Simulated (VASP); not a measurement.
Crystal: C.

```
C
1.0
     2.52210    0.00000    0.00000
    -1.26105    2.18420    0.00000
     0.00000    0.00000   12.35570
C
12
Direct
  0.66667 0.33333 0.35417
  0.33333 0.66667 0.85417
  0.66667 0.33333 0.14583
  0.33333 0.66667 0.64583
  0.66667 0.33333 0.47917
  0.33333 0.66667 0.97917
  0.66667 0.33333 0.02083
  0.33333 0.66667 0.52083
  0.00000 0.00000 0.81250
  0.00000 0.00000 0.31250
  0.00000 0.00000 0.68750
  0.00000 0.00000 0.18750
```

This is a hexagonal form of diamond, not graphite.

Base run:

```yaml
Program: VASP 6.6.1
Functional: TPSS
Potentials_or_basis: VASP PAW PBE potentials, release 64 (C)
Cutoff: 520 eV
k_mesh: 12 × 12 × 3
Occupations: fermi-dirac, width 0.05 eV
Spin: no spin polarisation
```

Its results: band gap on the k mesh 4.41 eV, indirect (least direct gap 5.52 eV); pressure 2.1 GPa; largest force 0.336 eV/Å.

Question: The run is repeated on the same cell with these changes: functional from TPSS to SCAN; further incar settings from ALGO = Normal; EDIFF = 1e-06; NBANDS = 36 to ALGO = Normal; EDIFF = 1e-07. What comes out?

Answer: Band gap on the k mesh 4.78 eV, indirect (least direct gap 5.82 eV); pressure -3.9 GPa; largest force 0.342 eV/Å.

Caveats: the PAW data sets were made with another functional, which shifts forces and pressure a little.

Not every run made on this cell is shown here.
